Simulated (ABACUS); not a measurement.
# Ag (P6_3/mmc) in ABACUS: a series of runs

Runs on Ag. Level: PBEsol. Tasks: equation of state.

All numbers are computed with ABACUS 3.10.1; they aren't measurements. Logs are shortened: lines on timing, memory, paths and dates and some standing lists are left out, and cuts for length are marked.

### 1 Starting point

Symmetry: P6_3/mmc, No. 194, hexagonal system. Conventional cell: a = 2.930 Å, b = 2.930 Å, c = 4.790 Å, α = 90.00°, β = 90.00°, γ = 120.00°. Around Ag (site symmetry -6m2) lie 12 Ag at 2.93 Å.

This isn't the form of Ag at room conditions, which is fcc.

### 2 Equation of state, PBEsol, 16.74 Å³/atom (volume scaled by 0.94)

The input, INPUT:

```
INPUT_PARAMETERS
suffix              Ag
calculation         scf
basis_type          lcao
pseudo_dir          ./
orbital_dir         ./
latname             hexagonal
symmetry            1
dft_functional      pbesol
ecutwfc             100
pseudo_rcut         7
nspin               1
nbands              23
ks_solver           genelpa
smearing_method     fd
smearing_sigma      0.00367493
scf_thr             1e-07
scf_nmax            100
mixing_type         broyden
mixing_beta         0.7
cal_force           1
cal_stress          1
out_mul             1
```

The input, STRU:

```
ATOMIC_SPECIES
Ag 107.8682 Ag_ONCV_PBE-1.2.upf

NUMERICAL_ORBITAL
Ag_confined-atom_7au_3s2p2d1f.orb

LATTICE_CONSTANT
5.4238679205

LATTICE_PARAMETERS
1.6348122867

ATOMIC_POSITIONS
Direct

Ag
0.0
2
0.6666666667 0.3333333333 0.7500000000 1 1 1
0.3333333333 0.6666666667 0.2500000000 1 1 1
```

The input, KPT:

```
K_POINTS
0
Gamma
7 7 4 0 0 0
```

Potentials or basis: SG15 ONCV 1.2 PBE, DZP LCAO (the cutoffs set its grid).

Started as:

```console
> OMP_NUM_THREADS=1 mpirun -np 4 abacus > log
```

running log:

```text
ABACUS v3.10.1

               Atomic-orbital Based Ab-initio Computation at UStc

 ------------------------------------------------------------------------------------

 READING GENERAL INFORMATION
                           global_out_dir = OUT.Ag/
                           global_in_card = INPUT
                               pseudo_dir = ./
                              orbital_dir = ./
                                    DSIZE = 4
                                    GSIZE = 1

 READING UNITCELL INFORMATION
                                    ntype = 1
                  lattice constant (Bohr) = 5.42387
              lattice constant (Angstrom) = 2.87019

 READING ATOM TYPE 1
                               atom label = Ag
                      L=0, number of zeta = 3
                      L=1, number of zeta = 2
                      L=2, number of zeta = 2
                      L=3, number of zeta = 1
             number of atom for this type = 2

                        TOTAL ATOM NUMBER = 2
DIRECT COORDINATES
    atom                   x                   y                   z     mag                  vx                  vy                  vz
taud_Ag1            0.6666666667        0.3333333333        0.7500000000  0.0000        0.0000000000        0.0000000000        0.0000000000
taud_Ag2            0.3333333333        0.6666666667        0.2500000000  0.0000        0.0000000000        0.0000000000        0.0000000000

                          Volume (Bohr^3) = 225.905
                             Volume (A^3) = 33.4756

 Lattice vectors: (Cartesian coordinate: in unit of a_0)
                   +1                  +0                  +0
                 -0.5           +0.866025                  +0
                   +0                  +0            +1.63481
 Reciprocal vectors: (Cartesian coordinate: in unit of 2 pi/a_0)
                   +1            +0.57735                  -0
                   -0             +1.1547                  -0
                   +0                  -0           +0.611691
 The esolver type has been set to : ksdft_lcao

                PAO radial cut off (Bohr) = 7

 Read in pseudopotential file is Ag_ONCV_PBE-1.2.upf
                     pseudopotential type = NC
          exchange-correlation functional = PBE
                 nonlocal core correction = 0
                        valence electrons = 19
                                     lmax = 2
                           number of zeta = 0
[... 5 lines left out ...]
                           L of projector = 2
                           L of projector = 2
 XC functional updated to : pbesol
          exchange-correlation functional = PBESOL
     initial pseudo atomic orbital number = 0

 SETUP THE ELECTRONS NUMBER
            electron number of element Ag = 19
      total electron number of element Ag = 38
            AUTOSET number of electrons:  = 38
                           occupied bands = 19
                                   NLOCAL = 52
                                   NBANDS = 23
                                   NBANDS = 23
                                   NLOCAL = 52

%%%%%%%%%%%%%%%%%%%%%%%%%%%%%%%%%%%%%%%%%%%%%%%%%%%%%%%%%%%%%%%%%%%%%%%%%%%%%%%%%%%%%%%%%%%%%%%%%%%%%%%%%%
 Warning: the number of valence electrons in pseudopotential > 11 for Ag: [Kr] 4d10 5s1
 Pseudopotentials with additional electrons can yield (more) accurate outcomes, but may be less efficient.
 If you're confident that your chosen pseudopotential is appropriate, you can safely ignore this warning.
%%%%%%%%%%%%%%%%%%%%%%%%%%%%%%%%%%%%%%%%%%%%%%%%%%%%%%%%%%%%%%%%%%%%%%%%%%%%%%%%%%%%%%%%%%%%%%%%%%%%%%%%%%

 SETUP THE PLANE WAVE BASIS
 energy cutoff for charge/potential (unit:Ry) = 400
            fft grid for charge/potential = [ 36, 36, 60 ]
                        fft grid division = [ 4, 4, 3 ]
        big fft grid for charge/potential = [ 9, 9, 20 ]
                                     nbxx = 405
                                     nrxx = 19440

 SETUP PLANE WAVES FOR CHARGE/POTENTIAL
                    number of plane waves = 30453
                         number of sticks = 817

 PARALLEL PW FOR CHARGE/POTENTIAL
     PROC   COLUMNS(POT)             PW
        1            203           7613
        2            205           7613
        3            204           7614
        4            205           7613
 --------------- sum -------------------
        4            817          30453
                            number of |g| = 1401
                                  max |g| = 297.987
                                  min |g| = 1.33333

[... 52 lines left out ...]

 SETUP K-POINTS
                                    nspin = 1
                   Input type of k points = Monkhorst-Pack(Gamma)
                                   nkstot = 196
                       right hand lattice = 1
(for reciprocal lattice: )
                             BRAVAIS TYPE = 4
                     BRAVAIS LATTICE NAME = 04. Hexagonal cell
                                    ibrav = 4
                       right hand lattice = 1
(for k-lattice: )
                             BRAVAIS TYPE = 4
                     BRAVAIS LATTICE NAME = 04. Hexagonal cell
                                    ibrav = 4
                       right hand lattice = 1
                        ROTATION MATRICES = 24
                               nkstot_ibz = 24
K-POINTS REDUCTION ACCORDING TO SYMMETRY
     IBZ    DIRECT_X    DIRECT_Y    DIRECT_Z  WEIGHT  ibz2bz
       1  0.00000000  0.00000000  0.00000000  0.0051       0
       2 -0.14285714  0.14285714  0.00000000  0.0306       1
       3 -0.28571429  0.28571429  0.00000000  0.0306       2
       4 -0.42857143  0.42857143  0.00000000  0.0306       3
       5 -0.14285714  0.28571429  0.00000000  0.0306       8
       6 -0.28571429  0.42857143  0.00000000  0.0612       9
[... 16 lines left out ...]
      23  0.42857143  0.42857143  0.50000000  0.0306     108
      24  0.42857143  0.28571429  0.50000000  0.0306     114

                               nkstot now = 24
[... K-POINTS DIRECT COORDINATES: 24 rows ...]

           k-point number in this process = 24
       minimum distributed K point number = 24
[... stars of the k points ...]

[... K-POINTS CARTESIAN COORDINATES: 24 rows ...]

[... K-POINTS DIRECT COORDINATES: 24 rows ...]

 SETUP PLANE WAVES FOR WAVE FUNCTIONS
     energy cutoff for wavefunc (unit:Ry) = 100
              fft grid for wave functions = [ 36, 36, 60 ]
                    number of plane waves = 5215
                         number of sticks = 253

 PARALLEL PW FOR WAVE FUNCTIONS
     PROC   COLUMNS(POT)             PW
        1             63           1303
        2             63           1303
        3             63           1303
        4             64           1306
 --------------- sum -------------------
        4            253           5215

 SET NONLOCAL PSEUDOPOTENTIAL PROJECTORS
 max number of nonlocal projetors among all species is 6

 -------------------------------------------
 SELF-CONSISTENT
 -------------------------------------------

 SETUP SEARCHING RADIUS FOR PROGRAM TO SEARCH ADJACENT ATOMS
                  longest orb rcut (Bohr) = 7
   longest nonlocal projector rcut (Bohr) = 2.72
                     search radius (Bohr) = 19.4
              searching radius is (Bohr)) = 19.4
         searching radius unit is (Bohr)) = 5.42
                         PeriodicBoundary = 1
                        Radius(unit:lat0) = 3.58
                                   glayer = [ 6, 6, 4 ]
                             glayer_minus = [ 5, 5, 3 ]

Find the coordinate range of the input atom(unit:lat0).
                                  min_tau = [ -7.5, -4.04, -4.5 ]
                                  max_tau = [ 8, 4.91, 6.13 ]
                                BoxNumber = [ 11, 11, 7 ]

 SETUP EXTENDED REAL SPACE GRID FOR GRID INTEGRATION
                          real space grid = [ 36, 36, 60 ]
                 big cell numbers in grid = [ 9, 9, 20 ]
             meshcell numbers in big cell = [ 4, 4, 3 ]
                        extended fft grid = [ 14, 14, 16 ]
                dimension of extened grid = [ 38, 38, 53 ]
                            UnitCellTotal = 75
              Atom number in sub-FFT-grid = 2
    Local orbitals number in sub-FFT-grid = 52
                                ParaV.nnr = 76726
                                 init_chg = atomic

 LCAO ALGORITHM --------------- ION=   1  ELEC=   1--------------------------------

 Density error is 0.0151227340572
----------------------------------------------------------
     Energy           Rydberg                 eV
----------------------------------------------------------
 E_KohnSham     -574.7670503478      -7820.1069073827
 E_Harris       -573.6213417238      -7804.5187418483
 E_Fermi        1.3355501326         18.1710917678
----------------------------------------------------------
[... 58 lines left out ...]
 Density error is 2.36954318225e-08
----------------------------------------------------------
     Energy           Rydberg                 eV
----------------------------------------------------------
 E_KohnSham     -574.7681331683      -7820.1216399114
 E_KS(sigma->0) -574.7678917612      -7820.1183553990
 E_Harris       -574.7681315148      -7820.1216174153
 E_band         -32.1124068277       -436.9117093503
 E_one_elec     -217.6272908127      -2960.9711953560
 E_Hartree      127.9532803126       1740.8936900427
 E_xc           -53.7125218238       -730.7963507529
 E_Ewald        -431.3811180301      -5869.2412148204
 E_entropy(-TS) -0.0004828142        -0.0065690248
 E_descf        0.0000000000         0.0000000000
 E_exx          0.0000000000         0.0000000000
 E_Fermi        1.3412793250         18.2490414292
----------------------------------------------------------

 charge density convergence is achieved
 final etot is -7820.1216399 eV
 EFERMI = 18.249041429 eV

 STATE ENERGY(eV) AND OCCUPATIONS    NSPIN == 1
 1/24 kpoint (Cartesian) = 0.0000 0.0000 0.0000 (954 pws)
       1       -73.9575      0.0102041
       2       -73.9388      0.0102041
       3       -37.3528      0.0102041
       4       -37.1900      0.0102041
       5       -37.1900      0.0102041
       6       -37.1776      0.0102041
[... 140 lines left out ...]
      22        24.4086    3.86111e-55
      23        27.3028    2.80646e-80

[... levels at 18 further k points ...]

 correction force for each atom along direction 1 is -1.31800e-14
 correction force for each atom along direction 2 is -4.28531e-15
 correction force for each atom along direction 3 is -1.73073e-14
------------------------------------------------------------------------------------------
 TOTAL-FORCE (eV/Angstrom)
------------------------------------------------------------------------------------------
                       Ag1         0.0000000000         0.0000000000         0.0000000000
                       Ag2         0.0000000000         0.0000000000         0.0000000000
------------------------------------------------------------------------------------------

----------------------------------------------------------------
 TOTAL-STRESS (KBAR)
----------------------------------------------------------------
        -6.4484439439        -0.0000000000         0.0000000000
        -0.0000000000        -6.4484439439        -0.0000000000
         0.0000000000        -0.0000000000        -8.4416291775
----------------------------------------------------------------
 TOTAL-PRESSURE: -7.112839 KBAR

 --------------------------------------------
 !FINAL_ETOT_IS -7820.1216399113545776 eV
 --------------------------------------------
```

It took 3.1 s on 4 MPI ranks of Intel Xeon 6975P-C (Granite Rapids), shared host; peak memory 0.4 GiB.

Results:

| Item | Value |
| --- | --- |
| Free energy | -7820.1216 eV |
| Pressure | -0.7 GPa |
| Band gap on the k mesh | none (metal or under the smearing width) |

Caveat: the k mesh is coarse (spacing up to 0.36 Å⁻¹), so the values aren't converged; the atomic orbitals were generated for these runs and aren't a published set; the potentials were made for another functional, which shifts forces and pressure; the basis of atomic orbitals isn't converged, which shifts pressures, moduli and gaps.

### 3 Equation of state, PBEsol, 17.45 Å³/atom (volume scaled by 0.98)

INPUT is that of step 2.

STRU: that of step 2 with these lines changed.

```diff
@@ -7,6 +7,6 @@
 LATTICE_CONSTANT
-5.4238679205
+5.4997360393
 
 LATTICE_PARAMETERS
-1.6348122867
+1.6348122866
```

KPT is that of step 2.

Potentials or basis: SG15 ONCV 1.2 PBE, DZP LCAO (the cutoffs set its grid).

Started as:

```console
> OMP_NUM_THREADS=1 mpirun -np 4 abacus > log
```

Run time: 2.9 s. Hardware: 4 MPI ranks of Intel Xeon 6975P-C (Granite Rapids), shared host; peak memory 0.4 GiB.

The run converged. Its results:

```
Free energy            : -7820.0957 eV
Pressure               : -4.9 GPa
Band gap on the k mesh : none (metal or under the smearing width)
```

Caveat: the atomic orbitals were generated for these runs and aren't a published set; the potentials were made for another functional, which shifts forces and pressure; the basis of atomic orbitals isn't converged, which shifts pressures, moduli and gaps.

### 4 Equation of state, PBEsol, 18.16 Å³/atom (volume scaled by 1.02)

INPUT is that of step 3.

STRU: that of step 3 with these lines changed.

```diff
@@ -7,6 +7,6 @@
 LATTICE_CONSTANT
-5.4997360393
+5.5735668094
 
 LATTICE_PARAMETERS
-1.6348122866
+1.6348122867
```

KPT is that of step 3.

Started as:

```console
> OMP_NUM_THREADS=1 mpirun -np 4 abacus > log
```

It took 2.8 s on 4 MPI ranks of Intel Xeon 6975P-C (Granite Rapids), shared host; peak memory 0.4 GiB.

Results (log left out):

```
Free energy            : -7820.0372 eV
Pressure               : -8.1 GPa
Band gap on the k mesh : none (metal or under the smearing width)
```

Caveat: the atomic orbitals were generated for these runs and aren't a published set; the potentials were made for another functional, which shifts forces and pressure; the basis of atomic orbitals isn't converged, which shifts pressures, moduli and gaps.

### 5 Equation of state, PBEsol, 18.87 Å³/atom (volume scaled by 1.06)

INPUT is that of step 4.

STRU: that of step 4 with these lines changed.

```diff
@@ -7,3 +7,3 @@
 LATTICE_CONSTANT
-5.5735668094
+5.6454917335
```

KPT is that of step 4.

Started as:

```console
> OMP_NUM_THREADS=1 mpirun -np 4 abacus > log
```

Run time: 2.7 s. Hardware: 4 MPI ranks of Intel Xeon 6975P-C (Granite Rapids), shared host; peak memory 0.4 GiB.

The run converged. Its results:

```yaml
Free_energy: -7819.9545 eV
Pressure: -10.4 GPa
Band_gap_on_the_k_mesh: none (metal or under the smearing width)
```

Caveat: the atomic orbitals were generated for these runs and aren't a published set; the potentials were made for another functional, which shifts forces and pressure; the basis of atomic orbitals isn't converged, which shifts pressures, moduli and gaps.

### 6 Equation of state, PBEsol

Potentials or basis: SG15 ONCV 1.2 PBE, DZP LCAO (the cutoffs set its grid).

No new run: the results of the series are fitted here.

What came out:

```yaml
Equilibrium_volume: "16.64 Å³/atom (rough: see the caveat)"
Bulk_modulus_at_fixed_shape_and_positions: 119 GPa (rough)
```

Energy against volume, from the lowest point:
```csv
volume (Å³/atom),energy (meV/atom)
16.738,0.00
17.450,12.97
18.162,42.24
18.875,83.57
```

Caveat: the atomic orbitals were generated for these runs and aren't a published set; the minimum lies outside the volumes run; the cell was scaled at fixed shape and fractional positions, which overstates the stiffness of a crystal with free parameters, most of all of layers and chains; the potentials were made for another functional, which shifts forces and pressure; the basis of atomic orbitals isn't converged, which shifts pressures, moduli and gaps.
